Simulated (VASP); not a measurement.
AgCl in VASP 6.6.1, single-point calculation

INCAR

```
NBANDS = 16
LWAVE = .FALSE.
NELM = 56
IBRION = -1
METAGGA = R2SCAN
NSW = 0
LASPH = .TRUE.
LCHARG = .FALSE.
ALGO = Normal
SIGMA = 0.01
ISIF = 2
ENCUT = 600
EDIFF = 1E-7
ISMEAR = 0
LREAL = .FALSE.
PREC = Accurate
```

KPOINTS

```
KPOINTS created by Atomic Simulation Environment
0
Gamma
8 8 8
0 0 0
```

POSCAR

```
Ag Cl
 1.0000000000000000
     0.0000000000000000    2.7731725636721740    2.7731725636721740
     2.7731725636721740    0.0000000000000000    2.7731725636721740
     2.7731725636721740    2.7731725636721740    0.0000000000000000
 Ag  Cl
   1   1
Cartesian
 -0.0000000000000000 -0.0000000000000000 -0.0000000000000000
  2.7731725636721736  2.7731725636721736  2.7731725636721736
```

The recommended PBE PAW datasets give the neutral cell 18 valence electrons.

Command

```
mpirun -np 1 vasp_std
```

OSZICAR

```
N       E                     dE             d eps       ncg     rms          rms(c)
DAV:   1     0.832090072885E+02    0.83209E+02   -0.92722E+03   928   0.116E+03
DAV:   2    -0.293715709568E+02   -0.11258E+03   -0.10331E+03  1144   0.237E+02
DAV:   3    -0.336840878241E+02   -0.43125E+01   -0.43016E+01  1224   0.491E+01
DAV:   4    -0.337142250241E+02   -0.30137E-01   -0.30136E-01  1136   0.435E+00
DAV:   5    -0.337146707677E+02   -0.44574E-03   -0.44574E-03  1184   0.535E-01    0.649E+00
DAV:   6    -0.287143525296E+02    0.50003E+01   -0.36248E+00   944   0.201E+01    0.610E+00
DAV:   7    -0.286552499106E+02    0.59103E-01   -0.16799E-01  1064   0.412E+00    0.393E+00
DAV:   8    -0.286429117339E+02    0.12338E-01   -0.11547E-01  1048   0.382E+00    0.821E-01
DAV:   9    -0.286446805976E+02   -0.17689E-02   -0.52184E-03  1216   0.719E-01    0.399E-01
DAV:  10    -0.286439393080E+02    0.74129E-03   -0.21133E-03  1080   0.506E-01    0.927E-02
DAV:  11    -0.286439637858E+02   -0.24478E-04   -0.41475E-04  1192   0.163E-01    0.483E-02
DAV:  12    -0.286439543625E+02    0.94233E-05   -0.30405E-05  1104   0.654E-02    0.192E-02
DAV:  13    -0.286439551046E+02   -0.74215E-06   -0.10821E-05  1064   0.345E-02    0.122E-03
DAV:  14    -0.286439552754E+02   -0.17083E-06   -0.21143E-07  1144   0.416E-03    0.141E-03
DAV:  15    -0.286439552252E+02    0.50191E-07   -0.55823E-08   576   0.281E-03
   1 F= -.28643955E+02 E0= -.28643955E+02  d E =-.210910E-77
```

Standard output (part)

```
POSCAR found type information on POSCAR AgCl
 POSCAR found :  2 types and       2 ions
 LDA part: xc-table for (None), standard interpolation
 POSCAR, INCAR and KPOINTS ok, starting setup
 WAVECAR not read
 entering main loop
```

From OUTCAR

```
k-points           NKPTS =     29   k-points in BZ     NKDIM =     29   number of bands    NBANDS=     16

   NELECT =      18.0000    total number of electrons

   dimension x,y,z NGX =    32 NGY =   32 NGZ =   32
   dimension x,y,z NGXF=    64 NGYF=   64 NGZF=   64

  energy-cutoff  :      600.00
  volume of cell :       42.65
      direct lattice vectors                 reciprocal lattice vectors
     0.000000000  2.773172564  2.773172564    -0.180298913  0.180298913  0.180298913
     2.773172564  0.000000000  2.773172564     0.180298913 -0.180298913  0.180298913
     2.773172564  2.773172564  0.000000000     0.180298913  0.180298913 -0.180298913

 k-points in reciprocal lattice and weights: KPOINTS created by Atomic Simulation Env
   0.00000000  0.00000000  0.00000000       0.002
   0.12500000  0.00000000  0.00000000       0.016
   0.25000000  0.00000000  0.00000000       0.016
   0.37500000  0.00000000  0.00000000       0.016
   0.50000000  0.00000000  0.00000000       0.008
   0.12500000  0.12500000  0.00000000       0.012
   0.25000000  0.12500000  0.00000000       0.047
   0.37500000  0.12500000  0.00000000       0.047
   ...

 E-fermi :   3.6662

 k-point     1 :       0.0000    0.0000    0.0000
  band No.  band energies     occupation
      1     -12.2762      2.00000
      2       1.0915      2.00000
      3       1.0915      2.00000
      4       1.0915      2.00000
      5       1.1040      2.00000
      6       1.1040      2.00000
      7       1.1040      2.00000
      8       1.1552      2.00000
      9       1.1552      2.00000
     10       4.9596      0.00000
     11      14.8743      0.00000
     12      14.8743      0.00000
     13      14.8743      0.00000
     14      16.3020      0.00000
     15      17.7503      0.00000
     16      17.7503      0.00000

 k-point     2 :       0.1250    0.0000    0.0000
  band No.  band energies     occupation
      1     -12.2167      2.00000
      2       0.3112      2.00000
      3       0.3692      2.00000
      4       0.3692      2.00000
      5       1.1586      2.00000
      6       1.1586      2.00000
      7       1.3767      2.00000
      8       1.9447      2.00000
      9       1.9447      2.00000
     10       5.6460      0.00000
     11      13.4957      0.00000
     12      14.6034      0.00000
     13      14.6034      0.00000
     14      16.2484      0.00000
     15      16.2484      0.00000
     16      16.8918      0.00000

 k-point     3 :       0.2500    0.0000    0.0000
  band No.  band energies     occupation
      1     -12.0673      2.00000
      2      -0.7217      2.00000
      3      -0.2242      2.00000
      4      -0.2242      2.00000
      5       1.2824      2.00000
      6       1.2824      2.00000
      7       1.5441      2.00000
      8       2.7239      2.00000
      9       2.7239      2.00000
     10       6.9677      0.00000
     11      11.8539      0.00000
     12      13.3452      0.00000
     13      13.3452      0.00000
     14      16.4149      0.00000
     15      16.4149      0.00000
     16      16.7440      0.00000

 ...

  Total       -0.0177145     -0.0177145     -0.0177145      0.0000000     -0.0000000      0.0000000
  in kB       -0.6653929     -0.6653929     -0.6653929      0.0000000     -0.0000000      0.0000000
  external PRESSURE =      -0.6653929 kB  Pullay stress =       0.0000000 kB

 POSITION                                       TOTAL-FORCE (eV/Angst)
 -----------------------------------------------------------------------------------
      0.00000      0.00000      0.00000         0.000000      0.000000     -0.000000
      2.77317      2.77317      2.77317         0.000000      0.000000      0.000000
 -----------------------------------------------------------------------------------
    total drift:                                0.000000     -0.000000     -0.000000

  FREE ENERGIE OF THE ION-ELECTRON SYSTEM (eV)
  ---------------------------------------------------
  free  energy   TOTEN  =       -28.6439552252 eV

  energy  without entropy=      -28.6439552252  energy(sigma->0) =      -28.64395523
```

It converged. Results: gap between bands v and c on the k mesh 1.42 eV; least direct gap on the k mesh 3.70 eV; pressure -0.1 GPa. Band v is the last that the valence electrons fill when counted band by band, and c is the next.

For comparison, a separate r²SCAN run of the intended cell, on usual settings and not on those above, gives a gap of 1.42 eV on its mesh and a pressure of -0.1 GPa.

The run above took about 55 s on one core of a shared host (Intel Xeon Platinum 8488C) and held 0.19 GiB at most.
